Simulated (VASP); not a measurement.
# BP (F-43m) in VASP: further runs, part 2 of 2

VASP 6.6.1. Earlier steps stand in the parts before.

### Step 3. Dielectric tensor, LDA

File INCAR:

```
SYSTEM = BP
PREC = Normal ; ENCUT = 350
EDIFF = 1E-8 ; ISMEAR = 0
SIGMA = 0.01 ; LREAL = .FALSE.
LASPH = .TRUE. ; NELM = 100
ALGO = Normal ; ISIF = 2
LWAVE = .FALSE. ; LCHARG = .FALSE.
LEPSILON = .TRUE.
```

File KPOINTS:

```
Automatic mesh
0
G
  8 8 8
  0 0 0
```

File POSCAR:

```
BP
1.0
    0.0000000000      2.2690000000      2.2690000000
    2.2690000000      0.0000000000      2.2690000000
    2.2690000000      2.2690000000      0.0000000000
P B
1 1
Direct
    0.7500000000      0.7500000000      0.7500000000
    0.0000000000      0.0000000000      0.0000000000
```

Potentials or basis: VASP PAW LDA potentials, release 64 (P, B).

Run with:

```bash
$ cat potpaw_LDA.64/P/POTCAR potpaw_LDA.64/B/POTCAR > POTCAR
$ mpirun -np 1 vasp_std > vasp.out
```

OUTCAR:

```text
SYSTEM = BP
   PREC = Normal
   ENCUT = 350
   EDIFF = 1E-8
   ISMEAR = 0
   LREAL = .FALSE.
   LASPH = .TRUE.
   NELM = 100
   ISIF = 2
   LEPSILON = .TRUE.

 Found     29 irreducible k-points:

 Following reciprocal coordinates:
            Coordinates               Weight
  0.000000  0.000000  0.000000      1.000000
  0.125000  0.000000  0.000000      8.000000
  0.250000  0.000000  0.000000      8.000000
  0.375000  0.000000  0.000000      8.000000
  0.500000  0.000000  0.000000      4.000000
  0.125000  0.125000  0.000000      6.000000
   k-points           NKPTS =     29   k-points in BZ     NKDIM =     29   number of bands    NBANDS=      8
   number of dos      NEDOS =    301   number of ions     NIONS =      2
   total plane-waves  NPLWV =   4096
   dimension x,y,z NGX =    16 NGY =   16 NGZ =   16
   dimension x,y,z NGXF=    32 NGYF=   32 NGZF=   32
   ions per type =               1   1
   NGX,Y,Z   is equivalent  to a cutoff of   8.29,  8.29,  8.29 a.u.
   NGXF,Y,Z  is equivalent  to a cutoff of  16.58, 16.58, 16.58 a.u.
 SYSTEM =  BP
   PREC   = normal    normal or accurate (medium, high low for compatibility)
   ISTART =      0    job   : 0-new  1-cont  2-samecut
   ICHARG =      2    charge: 1-file 2-atom 10-const
   ISPIN  =      1    spin polarized calculation?
   LNONCOLLINEAR =      F non collinear calculations
   LSORBIT =      F    spin-orbit coupling
   LASPH  =      T    aspherical Exc in radial PAW
   ENCUT  =  350.0 eV  25.72 Ry    5.07 a.u.   4.89  4.89  4.89*2*pi/ulx,y,z
   NELM   =    100;   NELMIN=  2; NELMDL= -5     # of ELM steps
   EDIFF  = 0.1E-07   stopping-criterion for ELM
   LREAL  =      F    real-space projection
   EDIFFG = 0.1E-06   stopping-criterion for IOM
   NSW    =      0    number of steps for IOM
   IBRION =     -1    ionic relax: 0-MD 1-quasi-New 2-CG
   NFREE  =      0    steps in history (QN), initial steepest desc. (CG)
   ISIF   =      2    stress and relaxation
   ISYM   =      2    0-nonsym 1-usesym 2-fastsym
   POTIM  = 0.5000    time-step for ionic-motion
   TEBEG  =    0.0;   TEEND  =   0.0 temperature during run
   PSTRESS=    0.0 pullay stress
   NELECT =       8.0000    total number of electrons
   NUPDOWN=      -1.0000    fix difference up-down
   EMIN   =  10.00;   EMAX   =-10.00  energy-range for DOS
   EFERMI =   0.00;   METHOD = LEGACY
   ISMEAR =     0;   SIGMA  =   0.01  broadening in eV -4-tet -1-fermi 0-gaus
   EFERMI_NEDOS =   21; number of points for ismear=-14 and -15
   IALGO  =     38    algorithm
   IMIX   =      4    mixing-type and parameters
     AMIX     =   0.40;   BMIX     =  1.00
     AMIX_MAG =   1.60;   BMIX_MAG =  1.00
  volume/ion in A,a.u.               =      11.68        78.83
  Fermi-wavevector in a.u.,A,eV,Ry     =   1.145320  2.164342 17.847562  1.311759
  Thomas-Fermi vector in A             =   2.282009
   LORBIT       =      0    0 simple, 1 ext, 2 COOP (PROOUT), +10 PAW based schemes
   GGA     = CA    functional components
   LHFCALC =     F    Hartree Fock is set to
   AEXX    =    0.0000 exact exchange contribution
   IVDW    =     0    specifies the selected vdW correction
   LEPSILON=     T    determine dielectric tensor
   LRPA    =     F    only Hartree local field effects (RPA)
 non-spin polarized calculation
 Gauss-broadening in eV      SIGMA  =   0.01
  energy-cutoff  :      350.00
  volume of cell :       23.36
 maximum number of plane-waves:       360
[... 82 lines left out ...]
  Direction    XX          YY          ZZ          XY          YZ          ZX
  --------------------------------------------------------------------------------------
  -------------------------------------------------------------------------------------
  Total       -0.8067510     -0.8067510     -0.8067510     -0.0000000      0.0000000      0.0000000
  in kB      -55.3243872    -55.3243872    -55.3243872     -0.0000000      0.0000000      0.0000000
  external PRESSURE =     -55.3243872 kB  Pullay stress =       0.0000000 kB

 VOLUME and BASIS-vectors are now :
 -----------------------------------------------------------------------------
  energy-cutoff  :      350.00
  volume of cell :       23.36
      direct lattice vectors                 reciprocal lattice vectors
     0.000000000  2.269000000  2.269000000    -0.220361393  0.220361393  0.220361393
     2.269000000  0.000000000  2.269000000     0.220361393 -0.220361393  0.220361393
     2.269000000  2.269000000  0.000000000     0.220361393  0.220361393 -0.220361393

 POSITION                                       TOTAL-FORCE (eV/Angst)
 -----------------------------------------------------------------------------------
      3.40350      3.40350      3.40350         0.000000      0.000000      0.000000
      0.00000      0.00000      0.00000        -0.000000     -0.000000     -0.000000
 -----------------------------------------------------------------------------------
    total drift:                               -0.000001     -0.000001     -0.000001

  FREE ENERGIE OF THE ION-ELECTRON SYSTEM (eV)
  ---------------------------------------------------
  free  energy   TOTEN  =       -14.3820919991 eV

  energy  without entropy=      -14.3820919991  energy(sigma->0) =      -14.38209200

 HEAD OF MICROSCOPIC STATIC DIELECTRIC TENSOR (INDEPENDENT PARTICLE, excluding Hartree and local field effects)
 ------------------------------------------------------
           9.990365     0.000000    -0.000000
          -0.000000     9.990365     0.000000
           0.000000     0.000000     9.990365
 ------------------------------------------------------

 Free energy of the ion-electron system (eV)
  ---------------------------------------------------
  ---------------------------------------------------
  free energy    TOTEN  =        -0.58129773 eV

  energy without entropy =       -0.58129773

------------------------ aborting loop because EDIFF is reached ----------------------------------------

--------------------------------------- Ionic step        2  -------------------------------------------

------------------------ aborting loop because EDIFF is reached ----------------------------------------

--------------------------------------- Ionic step        3  -------------------------------------------

 Free energy of the ion-electron system (eV)
  ---------------------------------------------------
  ---------------------------------------------------
  free energy    TOTEN  =        -0.58129790 eV

  energy without entropy =       -0.58129790

------------------------ aborting loop because EDIFF is reached ----------------------------------------

 PIEZOELECTRIC TENSOR FIELD DIRECTION 3  (e Angst)
 -----------------------------------------------------------------------------
    -0.00034 -0.16705  0.00000           ( -0.00000 -0.07905  0.00000)
    -0.16705 -0.00034  0.00000           ( -0.07905 -0.00000  0.00000)
     0.00000  0.00000 -0.00025           (  0.00000  0.00000 -0.00000)

 PIEZOELECTRIC TENSOR FIELD DIRECTION 3  (C/m^2)
 -----------------------------------------------------------------------------
    -0.00024 -0.11456  0.00000
    -0.11456 -0.00024  0.00000
     0.00000  0.00000 -0.00017

 MACROSCOPIC STATIC DIELECTRIC TENSOR (including local field effects in DFT)
 ------------------------------------------------------
           9.530688    -0.000000     0.000000
           0.000000     9.530688    -0.000000
           0.000000    -0.000000     9.530688
 ------------------------------------------------------

 PIEZOELECTRIC TENSOR (including local field effects)  for field in x, y, z        (e  Angst)
          XX          YY          ZZ          XY          YZ          ZX
  --------------------------------------------------------------------------------
  x    -0.00000    -0.00000    -0.00000     0.00000    -0.16124     0.00000
  y     0.00000     0.00000     0.00000     0.00000     0.00000    -0.16124
  z     0.00000    -0.00000    -0.00000    -0.16124     0.00000     0.00000

 PIEZOELECTRIC TENSOR (including local field effects)  for field in x, y, z        (C/m^2)
          XX          YY          ZZ          XY          YZ          ZX
  --------------------------------------------------------------------------------
  x    -0.00000    -0.00000    -0.00000     0.00000    -0.11057     0.00000
  y     0.00000     0.00000     0.00000     0.00000     0.00000    -0.11057
  z     0.00000    -0.00000    -0.00000    -0.11057     0.00000     0.00000

 BORN EFFECTIVE CHARGES (including local field effects) (in |e|, cummulative output)
 ---------------------------------------------------------------------------------
 ion    1
    1     0.51407    -0.00000     0.00000
    2     0.00000     0.51407     0.00000
    3    -0.00000    -0.00000     0.51407
 ion    2
    1    -0.51407     0.00000    -0.00000
    2    -0.00000    -0.51407     0.00000
    3     0.00000     0.00000    -0.51407
```

stdout:

```text
POSCAR found type information on POSCAR P B
 POSCAR found :  2 types and       2 ions
 scaLAPACK will be used
 LDA part: xc-table for (Slater(with rela. corr.)+CA(PZ))
 , standard interpolation
 POSCAR, INCAR and KPOINTS ok, starting setup
 FFT: planning ... GRIDC
 FFT: planning ... GRID_SOFT
 FFT: planning ... GRID
 WAVECAR not read
 entering main loop
 Linear response reoptimize wavefunctions to high precision
 Linear response G [H, r] |phi>, progress :
  Direction:   1
 Linear response G [H, r] |phi>, progress :
  Direction:   2
 Linear response G [H, r] |phi>, progress :
  Direction:   3
 Linear response to external field (no local field effect), progress :
  Direction:   1
 dielectric tensor                  component  1 :    12.261     6.173     1.233
 Linear response to external field (no local field effect), progress :
  Direction:   2
 dielectric tensor                  component  2 :     6.174    12.226    -1.409
 Linear response to external field (no local field effect), progress :
  Direction:   3
 dielectric tensor                  component  3 :     1.231    -1.408     5.485
 Linear response to external field, progress :
  Direction:   1
 dielectric tensor                  component  1 :     9.531     2.589     1.529
 Linear response to external field, progress :
  Direction:   2
 dielectric tensor                  component  2 :     2.494     9.531     1.339
 Linear response to external field, progress :
  Direction:   3
 dielectric tensor                  component  3 :     1.942     2.176     9.531
 Born effective charges drift removed
```

It took 16 s on 1 thread of Intel Xeon Platinum 8259CL at 2.50GHz (Skylake/Cascade Lake), shared host; peak memory 0.13 GiB.

These settings aren't checked as converged: the numbers below hold their error.

Results:

```
Band gap on the k mesh                  : 1.22 eV, indirect (least direct gap 3.38 eV)
Electronic dielectric tensor (diagonal) : 9.53
Born charges (mean of the diagonal)     : P +0.51; B -0.51 e
```

Caveat: the cutoff is under 1.25 times the usual one of these potentials, so pressure, stress and relaxed cells hold a basis-set (Pulay) error.

### Step 4. The reference run

An earlier run on the cell as given: functional PBEsol; potentials or basis VASP PAW PBE potentials, release 64 (P, B); cutoff 520 eV; k mesh 10 × 10 × 10; occupations fermi-dirac, width 0.05 eV; no spin polarisation.

- Pressure: -1.9 GPa
- Band gap on the k mesh: 1.13 eV, indirect (least direct gap 3.36 eV)
